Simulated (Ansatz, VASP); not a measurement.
One calculation of Co, two programs

Contents of INCAR:

```
ALGO = Normal
EDIFF = 1E-6
ENCUT = 520
GGA = CA
ISIF = 2
ISMEAR = -1
ISPIN = 2
LASPH = T
LCHARG = F
LMAXMIX = 4
LORBIT = 11
LREAL = F
LWAVE = F
MAGMOM = 1.558 1.558
NBANDS = 20
NELM = 150
PREC = Accurate
SIGMA = 0.05
```

Contents of KPOINTS:

```
k-points
0
Gamma
  2 2 2
```

POSCAR

```
Co
1.0
    2.4273810165      0.0000000000      0.0000000000
   -1.2136905082      2.1021736250      0.0000000000
    0.0000000000      0.0000000000      3.9230481332
Co
2
Direct
    0.3333333333      0.6666666667      0.2500000000
    0.6666666667      0.3333333333      0.7500000000
```

Input for Ansatz:

```yaml
crystal:
  lattice:
    - [2.4273810165, 0.0, 0.0]
    - [-1.2136905082, 2.102173625, 0.0]
    - [0.0, 0.0, 3.9230481332]
  atoms:
    - { symbol: Co, position: [0.3333333333, 0.6666666667, 0.25], spin: 1.558 }
    - { symbol: Co, position: [0.6666666667, 0.3333333333, 0.75], spin: 1.558 }
hamiltonian:
  xc: lda
  pseudopotentials:
    kind: paw
    azcp:
      Co: "pseudopotentials/Co.paw.azcp"
basis:
  ecutwfc: 420
  fft_grid_basis: typed
kpoints:
  mp_grid: { grid: [2, 2, 2], shift: [0, 0, 0] }
magnetization:
  spin_polarized: true
scf:
  occupations: { method: fermi_dirac, width: 0.05 }
  lower_state_search: "off"
output:
  stress: true
```

Alike in both runs: task single point; functional LDA; k mesh 2 × 2 × 2; occupations fermi-dirac, width 0.05 eV; collinear spin.

|  | VASP | Ansatz |
| --- | --- | --- |
| version | VASP 6.6.1 | Ansatz 0.2.0 |
| potentials or method | VASP PAW LDA potentials, release 64 (Co) | plane waves (420 eV) with PAW, scalar-relativistic |
| plane-wave cutoff (eV) | 520 | 420 |
| valence electrons in the cell | 18 | 34 |

```csv
,VASP,Ansatz,Ansatz less VASP
pressure (GPa),11.4,11.7,+0.38
largest component of the traceless stress (GPa),6.07,5.37,-0.696
net moment per atom (μB),1.50,1.50,+0.001
size of the moment on the site where the two differ most (μB),1.50,1.55,+0.057
```

Site moments also hang on the region over which each program counts them. The two sets of potentials don't hold the same shells in valence. Ansatz warned: «pseudo_functional_mismatch».

Caveats: the k mesh is coarse (spacing up to 1.49 Å⁻¹), so the values aren't converged.
